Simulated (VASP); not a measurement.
# Shielding tensors and field gradients of KCl (Sylvite)

Wanted: the shieldings and field gradients at the nuclei of KCl (Sylvite). The cell is of the rock-salt type, one of the forms listed for this formula, which need not be the common one. The start is a cell from a database of measured crystal structures.

Calculated with VASP 6.6.1; PBE; plane waves and PAW (K_sv, Cl), in the first sound run; inputs show where later runs differ.

This is a report of a sequence of runs, with most program output left out.

## Step 1: The starting structure

Symmetry: Fm-3m, No. 225, cubic system. The conventional cell has a = 6.293 Å, b = 6.293 Å, c = 6.293 Å, α = 90.00°, β = 90.00°, γ = 90.00°. Nearest to K lie 6 Cl at 3.15 Å. Nearest to Cl lie 6 K at 3.15 Å. Farther neighbours and most contacts between anions are not listed.

Coordinates:

```cif
data_structure
_symmetry_space_group_name_H-M 'Fm-3m'
_symmetry_Int_Tables_number 225
_cell_length_a 6.2929
_cell_length_b 6.2929
_cell_length_c 6.2929
_cell_angle_alpha 90.000
_cell_angle_beta 90.000
_cell_angle_gamma 90.000
_cell_volume 249.21
loop_
_atom_site_label
_atom_site_type_symbol
_atom_site_symmetry_multiplicity
_atom_site_Wyckoff_symbol
_atom_site_fract_x
_atom_site_fract_y
_atom_site_fract_z
_atom_site_occupancy
K1 K 4 a 0.00000 0.00000 0.00000 1
Cl1 Cl 4 b 0.50000 0.00000 0.00000 1
```

## Step 2: Ground state

A ground-state run shows first whether the cell has a gap, which the next steps need; its size sets how fine their mesh has to be.

File INCAR:

```
SYSTEM = KCl
PREC = Accurate
ENCUT = 400
EDIFF = 1E-07
NELM = 100
ISMEAR = 0
SIGMA = 0.01
LREAL = .FALSE.
ALGO = Normal
GGA = PE
NBANDS = 14
LORBIT = 11
LWAVE = .FALSE.
LCHARG = .FALSE.
KPAR = 4
```

File POSCAR:

```
KCl
1.0
    0.0000000000      3.1464700000      3.1464700000
    3.1464700000      0.0000000000      3.1464700000
    3.1464700000      3.1464700000      0.0000000000
K Cl
1 1
Direct
    0.0000000000      0.0000000000      0.0000000000
    0.5000000000      0.5000000000      0.5000000000
```

File KPOINTS:

```
Automatic mesh
0
Gamma
5 5 5
0 0 0
```

The projector-augmented-wave data sets are K_sv and Cl (PBE family, release 64).

Run with:

```console
mpirun -np 4 vasp_std
```

Elapsed: 6.4 s, on 4 MPI ranks of AMD EPYC 7R43, shared host; peak memory 0.53 GiB.

The gap is read on the k-mesh alone, so it is an upper bound where the band edges lie off the mesh.

Numbers from this step:

* free energy (TOTEN): -6.804 eV
* Fermi energy: -1.796 eV
* pressure: 0.7868 GPa
* gap on the k-mesh: 5.186 eV
* least direct gap on the k-mesh: 5.186 eV

The cell has a gap of 5.19 eV on this mesh.

## Step 3: Shielding tensors

This step: chemical shifts by linear response (GIPAW), PBE; plane waves and PAW (K_sv, Cl) (VASP 6.6.1).

LCHIMAG computes the induced currents by linear response. It needs tightly converged orbitals and a cutoff well above the default; LEFG adds the field gradients at no cost.

File INCAR:

```
SYSTEM = KCl
PREC = Accurate
ENCUT = 370
EDIFF = 1E-09
NELM = 100
ISMEAR = 0
SIGMA = 0.01
LREAL = .FALSE.
ALGO = Normal
GGA = PE
NBANDS = 14
LWAVE = .FALSE.
LCHARG = .FALSE.
KPAR = 4
LCHIMAG = .TRUE.
LEFG = .TRUE.
DQ = 0.001
ICHIBARE = 1
LNMR_SYM_RED = .TRUE.
```

POSCAR is that of step 2.

File KPOINTS:

```
Automatic mesh
0
Gamma
6 6 6
0 0 0
```

Run with:

```console
mpirun -np 4 vasp_std
```

Wall time 1.7 min (4 MPI ranks); peak memory 0.61 GiB; 6.7 min of CPU time.

This step gave:

```yaml
fermi_energy: -1.784 eV
pressure: 0.7813 GPa
```

Valence and core; the G = 0 term is that of a spherical sample. NMR shielding, by row:

```tsv
atom	isotropic shielding (ppm)	span (ppm)	skew	isotropic shielding without the G = 0 term (ppm)
K1	1160	0	-	1151
Cl2	914.9	0	-	905.8
```

Ordered as |Vzz| ≥ |Vxx| ≥ |Vyy|, the program's way. Electric field gradients, by row:

```tsv
atom	Vxx (V/Å²)	Vyy (V/Å²)	Vzz (V/Å²)	asymmetry
K1	0	0	-0.001	-
Cl2	-0.001	-0.001	0.002	-
```

## Step 4: Another functional

This step: chemical shifts by linear response (GIPAW), PBEsol; plane waves and PAW (K_sv, Cl) (VASP 6.6.1).

The functional is changed, to see how much the shieldings depend on it.

INCAR, as its differences from that of step 3:

```diff
@@ -9,3 +9,3 @@
 ALGO = Normal
-GGA = PE
+GGA = PS
 NBANDS = 14
```

POSCAR is that of step 3.

KPOINTS is that of step 3.

Run with:

```console
mpirun -np 4 vasp_std
```

Wall time 1.7 min (4 MPI ranks); peak memory 0.61 GiB.

The PAW data sets were made with PBE, which is usual practice but a small mismatch for other functionals.

This step gave:

```
free energy (TOTEN)            : -7.023 eV
Fermi energy                   : -1.794 eV
pressure                       : -0.3584 GPa
gap on the k-mesh              : 5.022 eV
least direct gap on the k-mesh : 5.022 eV
```

Valence and core; the G = 0 term is that of a spherical sample. NMR shielding, by row:

```tsv
atom	isotropic shielding (ppm)	span (ppm)	skew	isotropic shielding without the G = 0 term (ppm)
K1	1152	0	-	1143
Cl2	902.6	0	-	893.5
```

Ordered as |Vzz| ≥ |Vxx| ≥ |Vyy|, the program's way. Electric field gradients, by row:

```tsv
atom	Vxx (V/Å²)	Vyy (V/Å²)	Vzz (V/Å²)	asymmetry
K1	0	0	-0.001	-
Cl2	-0.001	-0.001	0.002	-
```

Against the first shielding run the largest change is -12.3 ppm, on Cl2.

## Step 5: Summary

This step: chemical shifts by linear response (GIPAW), PBE, PBEsol; plane waves and PAW (VASP 6.6.1).

This step runs nothing: it gathers the runs above.

Isotropic shieldings. Cost is wall time times ranks on a shared host. Shieldings by setting:

```tsv
run	ENCUT (eV)	k mesh	K1, Wyckoff letter a (ppm)	Cl2, Wyckoff letter b (ppm)	cost (core minutes)
first shielding run	370	6x6x6	1160	914.9	6.8
another functional	370	6x6x6	1152	902.6	6.87
```

## Step 6: Outcome

| Item | Value |
| --- | --- |
| K, isotropic shielding | 1159.6 ppm |
| Cl, isotropic shielding | 914.9 ppm |

In words: At PBE, in the first shielding run, the isotropic shieldings are K 1159.6 ppm; Cl 914.9 ppm. In the first shielding run all tensors are isotropic to 0.5 ppm, as the cubic site symmetry asks. In the undistorted cell the field gradients vanish by symmetry; what its table shows is numerical noise. Against the first shielding run, the one with another functional moves the shieldings by at most 12 ppm. Shifts were not obtained, since a shift is the shielding of a reference compound, computed alike, less these values. The G = 0 term is the part set by the sample's shape, taken here for a sphere. No finer mesh was run, so convergence in it isn't shown. VASP's guide advises LASPH and NLSPLINE for shieldings, which this input doesn't set; the effect wasn't tested. Where the functional isn't the one that the data sets were made with, the shieldings hold that mismatch too. The cell is of the rock-salt type, one of the forms listed for this formula, which need not be the common one.

[Lines on the potential files, build, host, timing and source positions are cut from VASP's logs without a mark.]

[Logs are printed without paths, hosts, clocks, repeated set-up lines and the standing remarks that a program may print on its own settings, such as how far it seeks lower states.]

[Hosts, paths, dates, database ids (printed as entryN), source tags and the programs' standing remarks are cut or masked in the printed files.]
